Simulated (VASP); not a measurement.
# Ti (P6_3/mmc) in VASP: further runs

One crystal, Ti, is run at these levels: PBE; tasks: single point.

All numbers are computed with VASP 6.6.1; they aren't measurements. Logs are shortened: lines on timing, memory, paths and dates and some standing lists are left out, and cuts for length are marked.

## Step 1: The crystal as given

It takes space group P6_3/mmc (No. 194, hexagonal). The conventional cell has a = 2.950 Å, b = 2.950 Å, c = 4.680 Å, α = 90.00°, β = 90.00°, γ = 120.00°. Ti (site symmetry -6m2) has 12 Ti at 2.89 to 2.95 Å as nearest neighbours.

## Step 2: Single point, PBE

Contents of INCAR:

```
ALGO     = Normal         # electronic algorithm
EDIFF    = 1E-7           # SCF threshold, eV
ENCUT    = 350            # plane-wave cutoff, eV
GGA      = PE             # functional
ISIF     = 2              # what is computed and relaxed
ISMEAR   = 0              # smearing method
LASPH    = True           # aspherical terms in the spheres
LCHARG   = False          # write CHGCAR
LREAL    = False          # projectors in reciprocal space
LWAVE    = False          # write WAVECAR
NELM     = 60             # most SCF steps
PREC     = Accurate       # precision mode
SIGMA    = 0.1            # smearing width, eV
```

Contents of KPOINTS:

```
k-points
0
Gamma
  12 12 6
```

Contents of POSCAR:

```
Ti
1.0
    2.9500000000      0.0000000000      0.0000000000
   -1.4750000000      2.5547749400      0.0000000000
    0.0000000000      0.0000000000      4.6800000000
Ti
2
Direct
    0.3333333300      0.6666666700      0.2500000000
    0.6666666700      0.3333333300      0.7500000000
```

Potentials or basis: VASP PAW PBE potentials, release 64 (Ti_sv).

Command:

```
$ cat potpaw_PBE.64/Ti_sv/POTCAR > POTCAR
$ mpirun -np 1 vasp_std > vasp.out
```

OUTCAR:

```text
EDIFF = 1E-7
   ENCUT = 350
   GGA = PE
   ISIF = 2
   ISMEAR = 0
   LASPH = True
   LREAL = False
   NELM = 60
   PREC = Accurate

 ion  position               nearest neighbor table
   1  0.333  0.667  0.250-   2 2.89   2 2.89   2 2.89   2 2.89   2 2.89   2 2.89
   2  0.667  0.333  0.750-   1 2.89   1 2.89   1 2.89   1 2.89   1 2.89   1 2.89

  LATTYP: Found a hexagonal cell.
 ALAT       =     2.9500000000
 C/A-ratio  =     1.5864406780

  Lattice vectors:

 A1 = (   2.9500000000,   0.0000000000,   0.0000000000)
 A2 = (  -1.4750000000,   2.5547749400,   0.0000000000)
 A3 = (   0.0000000000,   0.0000000000,   4.6800000000)

Analysis of symmetry for initial positions (statically):
=====================================================================
 Subroutine PRICEL returns:
 Original cell was already a primitive cell.

 Routine SETGRP: Setting up the symmetry group for a
 hexagonal supercell.

 Subroutine GETGRP returns: Found 24 space group operations
 (whereof 12 operations were pure point group operations)
 out of a pool of 24 trial point group operations.

The static configuration has the point symmetry D_3d.
 The point group associated with its full space group is D_6h.

Analysis of symmetry for dynamics (positions and initial velocities):
=====================================================================
 Subroutine PRICEL returns:
 Original cell was already a primitive cell.

 Routine SETGRP: Setting up the symmetry group for a
 hexagonal supercell.

 Subroutine GETGRP returns: Found 24 space group operations
 (whereof 12 operations were pure point group operations)
 out of a pool of 24 trial point group operations.

The dynamic configuration has the point symmetry D_3d.
 The point group associated with its full space group is D_6h.

 Subroutine INISYM returns: Found 24 space group operations
 (whereof 12 operations are pure point group operations),
 and found     1 'primitive' translations

----------------------------------------------------------------------------------------

                                     Primitive cell

  volume of cell :      35.2712

  direct lattice vectors                    reciprocal lattice vectors
     2.950000000  0.000000000  0.000000000     0.338983051  0.195711956  0.000000000
    -1.475000000  2.554774940  0.000000000     0.000000000  0.391423911  0.000000000
     0.000000000  0.000000000  4.680000000     0.000000000  0.000000000  0.213675214

  length of vectors
     2.950000000  2.949999999  4.680000000     0.391423911  0.391423911  0.213675214

  position of ions in fractional coordinates (direct lattice)
     0.333333330  0.666666670  0.250000000
     0.666666670  0.333333330  0.750000000

  ion indices of the primitive-cell ions
   primitive index   ion index
                 1           1
                 2           2

----------------------------------------------------------------------------------------

 KPOINTS: k-points

Automatic generation of k-mesh.
 Grid dimensions read from file:
 generate k-points for:   12   12    6

 Generating k-lattice:

  Cartesian coordinates                     Fractional coordinates (reciprocal lattice)
     0.028248588  0.016309330  0.000000000     0.083333333 -0.000000000  0.000000000
     0.000000000  0.032618659  0.000000000     0.000000000  0.083333333  0.000000000
     0.000000000  0.000000000  0.035612536     0.000000000  0.000000000  0.166666667

  Length of vectors
     0.032618659  0.032618659  0.035612536

  Shift w.r.t. Gamma in fractional coordinates (k-lattice)
     0.000000000  0.000000000  0.000000000

 Subroutine IBZKPT returns following result:
 ===========================================

 Found     76 irreducible k-points:

 Following reciprocal coordinates:
            Coordinates               Weight
  0.000000  0.000000  0.000000      1.000000
  0.083333  0.000000  0.000000      6.000000
  0.166667  0.000000  0.000000      6.000000
  0.250000  0.000000  0.000000      6.000000
  0.333333 -0.000000  0.000000      6.000000
  0.416667  0.000000  0.000000      6.000000
[... 16 lines left out ...]
  0.250000  0.000000  0.166667     12.000000
  0.333333 -0.000000  0.166667     12.000000
 [... further k-points ...]
   k-points           NKPTS =     76   k-points in BZ     NKDIM =     76   number of bands    NBANDS=     16
   number of dos      NEDOS =    301   number of ions     NIONS =      2
   total plane-waves  NPLWV =   9720
   dimension x,y,z NGX =    18 NGY =   18 NGZ =   30
   dimension x,y,z NGXF=    36 NGYF=   36 NGZF=   60
   ions per type =               2
   NGX,Y,Z   is equivalent  to a cutoff of  10.14, 10.14, 10.66 a.u.
   NGXF,Y,Z  is equivalent  to a cutoff of  20.29, 20.29, 21.31 a.u.
 SYSTEM =  unknown system
   PREC   = accura    normal or accurate (medium, high low for compatibility)
   ISTART =      0    job   : 0-new  1-cont  2-samecut
   ICHARG =      2    charge: 1-file 2-atom 10-const
   ISPIN  =      1    spin polarized calculation?
   LNONCOLLINEAR =      F non collinear calculations
   LSORBIT =      F    spin-orbit coupling
   LASPH  =      T    aspherical Exc in radial PAW
   ENCUT  =  350.0 eV  25.72 Ry    5.07 a.u.   4.50  4.50  7.14*2*pi/ulx,y,z
   NELM   =     60;   NELMIN=  2; NELMDL= -5     # of ELM steps
   EDIFF  = 0.1E-06   stopping-criterion for ELM
   LREAL  =      F    real-space projection
   EDIFFG = 0.1E-05   stopping-criterion for IOM
   NSW    =      0    number of steps for IOM
   IBRION =     -1    ionic relax: 0-MD 1-quasi-New 2-CG
   NFREE  =      0    steps in history (QN), initial steepest desc. (CG)
   ISIF   =      2    stress and relaxation
   ISYM   =      2    0-nonsym 1-usesym 2-fastsym
   POTIM  = 0.5000    time-step for ionic-motion
   TEBEG  =    0.0;   TEEND  =   0.0 temperature during run
   PSTRESS=    0.0 pullay stress
   NELECT =      24.0000    total number of electrons
   NUPDOWN=      -1.0000    fix difference up-down
   EMIN   =  10.00;   EMAX   =-10.00  energy-range for DOS
   EFERMI =   0.00;   METHOD = LEGACY
   ISMEAR =     0;   SIGMA  =   0.10  broadening in eV -4-tet -1-fermi 0-gaus
   EFERMI_NEDOS =   21; number of points for ismear=-14 and -15
   IALGO  =     38    algorithm
   IMIX   =      4    mixing-type and parameters
     AMIX     =   0.40;   BMIX     =  1.00
     AMIX_MAG =   1.60;   BMIX_MAG =  1.00
  volume/ion in A,a.u.               =      17.64       119.01
  Fermi-wavevector in a.u.,A,eV,Ry     =   1.439920  2.721055 28.209912  2.073370
  Thomas-Fermi vector in A             =   2.558722
   LORBIT       =      0    0 simple, 1 ext, 2 COOP (PROOUT), +10 PAW based schemes
   GGA     = PE    functional components
   LHFCALC =     F    Hartree Fock is set to
   AEXX    =    0.0000 exact exchange contribution
   IVDW    =     0    specifies the selected vdW correction
   LEPSILON=     F    determine dielectric tensor
   LRPA    =     F    only Hartree local field effects (RPA)
 non-spin polarized calculation
 Gauss-broadening in eV      SIGMA  =   0.10
  energy-cutoff  :      350.00
  volume of cell :       35.27
 maximum number of plane-waves:       537
 NGX is ok and might be reduce to    18
   NGX =  9   NGY =  9   NGZ = 15

 number of electron      23.9999982 magnetization

 Free energy of the ion-electron system (eV)
  ---------------------------------------------------
  ext. energy  EPLUGINS =         0.00000000
  ---------------------------------------------------
  free energy    TOTEN  =       -15.64208436 eV

  energy without entropy =      -15.63136627  energy(sigma->0) =      -15.63672531

 E-fermi :   8.2105     XC(G=0): -11.4270

 val. band max:        8.1830006940   @ k =   0.1667   0.0000   0.0000
 cond. band min:       8.2178394239   @ k =   0.2500   0.2500   0.3333
 fundamental gap:      0.0348387299
 Fermi energy:         8.2105134659

 k-point     1 :       0.0000    0.0000    0.0000
  band No.  band energies     occupation
      1     -48.6734      2.00000
      2     -48.5444      2.00000
      3     -25.2664      2.00000
      4     -24.6518      2.00000
      5     -24.6518      2.00000
      6     -24.5939      2.00000
[... 8 lines left out ...]
     15       9.4408      0.00000
     16       9.4408      0.00000

 k-point     2 :       0.0833    0.0000    0.0000
  band No.  band energies     occupation
      1     -48.6671      2.00000
      2     -48.5416      2.00000
      3     -25.2518      2.00000
      4     -24.6813      2.00000
      5     -24.6616      2.00000
      6     -24.6001      2.00000
[... 8 lines left out ...]
     15       9.3621      0.00000
     16       9.5604      0.00000

 k-point     3 :       0.1667    0.0000    0.0000
  band No.  band energies     occupation
      1     -48.6491      2.00000
      2     -48.5346      2.00000
      3     -25.2104      2.00000
      4     -24.7627      2.00000
      5     -24.6878      2.00000
      6     -24.6699      2.00000
[... 8 lines left out ...]
     15       9.4659      0.00000
     16       9.4784      0.00000

 k-point     4 :       0.2500    0.0000    0.0000
  band No.  band energies     occupation
      1     -48.6228      2.00000
      2     -48.5262      2.00000
      3     -25.1482      2.00000
      4     -24.8753      2.00000
      5     -24.7790      2.00000
      6     -24.7220      2.00000
[... 8 lines left out ...]
     15       9.2258      0.00000
     16      10.0640      0.00000
[... 324 lines left out ...]
 k-point    22 :       0.1667    0.0000    0.1667
  band No.  band energies     occupation
      1     -48.6418      2.00000
      2     -48.5423      2.00000
      3     -25.1776      2.00000
      4     -24.7531      2.00000
      5     -24.7160      2.00000
      6     -24.6800      2.00000
[... 8 lines left out ...]
     15       9.2298      0.00000
     16       9.6846      0.00000

 k-point    23 :       0.2500    0.0000    0.1667
  band No.  band energies     occupation
      1     -48.6168      2.00000
      2     -48.5327      2.00000
      3     -25.1328      2.00000
      4     -24.8588      2.00000
      5     -24.8127      2.00000
      6     -24.7132      2.00000
[... 8 lines left out ...]
     15       9.1906      0.00000
     16      10.1147      0.00000

 k-point    24 :       0.3333   -0.0000    0.1667
  band No.  band energies     occupation
      1     -48.5897      2.00000
      2     -48.5254      2.00000
      3     -25.1034      2.00000
      4     -24.9505      2.00000
      5     -24.9017      2.00000
      6     -24.7454      2.00000
[... 8 lines left out ...]
     15       9.1656      0.00000
     16      10.7360      0.00000

 [... further k-points ...]

------------------------ aborting loop because EDIFF is reached ----------------------------------------

  FORCE on cell =-STRESS in cart. coord.  units (eV):
  Direction    XX          YY          ZZ          XY          YZ          ZX
  --------------------------------------------------------------------------------------
  -------------------------------------------------------------------------------------
  Total       -0.5483763     -0.5483763     -0.5581064     -0.0000000      0.0000000      0.0000000
  in kB      -24.9097130    -24.9097129    -25.3517007     -0.0000000      0.0000000      0.0000000
  external PRESSURE =     -25.0570422 kB  Pullay stress =       0.0000000 kB

 VOLUME and BASIS-vectors are now :
 -----------------------------------------------------------------------------
  energy-cutoff  :      350.00
  volume of cell :       35.27
      direct lattice vectors                 reciprocal lattice vectors
     2.950000000  0.000000000  0.000000000     0.338983051  0.195711956  0.000000000
    -1.475000000  2.554774940  0.000000000     0.000000000  0.391423911  0.000000000
     0.000000000  0.000000000  4.680000000     0.000000000  0.000000000  0.213675214

 POSITION                                       TOTAL-FORCE (eV/Angst)
 -----------------------------------------------------------------------------------
     -0.00000      1.70318      1.17000        -0.000000      0.000000      0.000000
      1.47500      0.85159      3.51000         0.000000     -0.000000      0.000000
 -----------------------------------------------------------------------------------
    total drift:                               -0.000009      0.000005     -0.000000

  FREE ENERGIE OF THE ION-ELECTRON SYSTEM (eV)
  ---------------------------------------------------
  free  energy   TOTEN  =       -15.6420843579 eV

  energy  without entropy=      -15.6313662660  energy(sigma->0) =      -15.63672531
```

Wall time 12 s (1 thread of AMD EPYC 9R45 (Zen 5), shared host); peak memory 0.11 GiB.

Results:

```
Free energy            : -15.6421 eV
Pressure               : -2.5 GPa
Band gap on the k mesh : none (metal or under the smearing width)
```

## Step 3: Single point, PBE

INCAR: that of step 2 with these lines changed.

```diff
@@ -2,3 +2,3 @@
 EDIFF    = 1E-7           # SCF threshold, eV
-ENCUT    = 350            # plane-wave cutoff, eV
+ENCUT    = 400            # plane-wave cutoff, eV
 GGA      = PE             # functional
```

KPOINTS is that of step 2.

POSCAR is that of step 2.

Potentials or basis: VASP PAW PBE potentials, release 64 (Ti_sv).

Command:

```
$ cat potpaw_PBE.64/Ti_sv/POTCAR > POTCAR
$ mpirun -np 1 vasp_std > vasp.out
```

It took 14 s on 1 thread of AMD EPYC 9R45 (Zen 5), shared host; peak memory 0.12 GiB.

Results (log left out):

* Free energy: -15.6576 eV
* Pressure: -2.5 GPa
* Band gap on the k mesh: none (metal or under the smearing width)

Levels at points of the mesh, in eV from the Fermi level:
```
           k point  band 9  band 10  band 11  band 12  band 13  band 14  band 15  band 16
(0.00, 0.00, 0.00)   -6.17    -2.67     0.69     0.75     0.75     0.84     1.23     1.23
(0.50, 0.00, 0.00)   -2.34    -2.13    -1.83    -0.66     0.46     0.59     1.13     3.26
(0.00, 0.00, 0.50)   -4.34    -4.34     0.06     0.06     0.65     0.65     0.65     0.65
(0.50, 0.00, 0.50)   -2.52    -2.52    -0.82    -0.82     1.27     1.27     1.68     1.68
```
